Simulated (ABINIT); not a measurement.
Here is an ABINIT 10.8.3 (patched build) calculation.

File run.abi:

```
# Datasets: ground state, then fixed potential
ndtset 2

# Pseudopotentials
pp_dirpath "./"
pseudos "Ta.GGA_PBE-JTH.xml"

# Structure
acell 3*1.0 Angstrom
rprim
    -1.6512800000     1.6512800000     1.6512800000
     1.6512800000    -1.6512800000     1.6512800000
     1.6512800000     1.6512800000    -1.6512800000
ntypat 1
znucl 73
natom 1
typat 1
xred
     0.0000000000     0.0000000000     0.0000000000

# Plane-wave basis
ecut 23.0
pawecutdg 45.0

# Exchange and correlation
ixc -263267
usekden 1
pawxcdev 0

# Bands and occupations
occopt 3
tsmear 0.00183747

# SCF cycle
nstep 100

# Output
iomode 3
prtwf 0
prteig 0
prtebands 0
enunit 1
prtden1 1
prtkden1 1

# Dataset 1
kptopt1 1
ngkpt1 11 11 11
nshiftk1 1
shiftk1 0.0 0.0 0.0
nband1 11
tolvrs1 1.0e-7

# Dataset 2: bands along G-H-N-G-P-H
iscf2 -2
getden2 1
getkden2 1
nband2 17
nbdbuf2 4
tolwfr2 1.0e-11
kptopt2 -5
ndivsm2 5
prteig2 1
kptbounds2
     0.0000000000     0.0000000000     0.0000000000
     0.5000000000    -0.5000000000     0.5000000000
     0.0000000000     0.0000000000     0.5000000000
     0.0000000000     0.0000000000     0.0000000000
     0.2500000000     0.2500000000     0.2500000000
     0.5000000000    -0.5000000000     0.5000000000
```

Potentials or basis: JTH PAW PBE v2.0.

The run is started by

```console
$ abinit run.abi > log 2>&1
```

Task: Estimate the band gap on the k mesh.

Result: None (metal or under the smearing width).

Task: Estimate the pressure.

Result: -5.3 GPa.

Levels at the corners of the path, in eV from the Fermi level:
```csv
point,band 4,band 5,band 6,band 7,band 8,band 9
Γ,-33.40,-8.39,0.71,0.71,0.71,4.32
H,-34.30,-3.83,-3.83,7.16,7.16,7.16
N,-33.40,-4.60,-1.64,1.67,4.10,5.24
Γ,-33.40,-8.39,0.71,0.71,0.71,4.32
P,-34.05,-1.28,-1.28,-1.28,5.42,5.42
H,-34.30,-3.83,-3.83,7.16,7.16,7.16
```

Caveat: the PAW data sets were made with another functional, which shifts forces and pressure a little; spin-orbit coupling is left out, which moves the levels of the heavy elements.
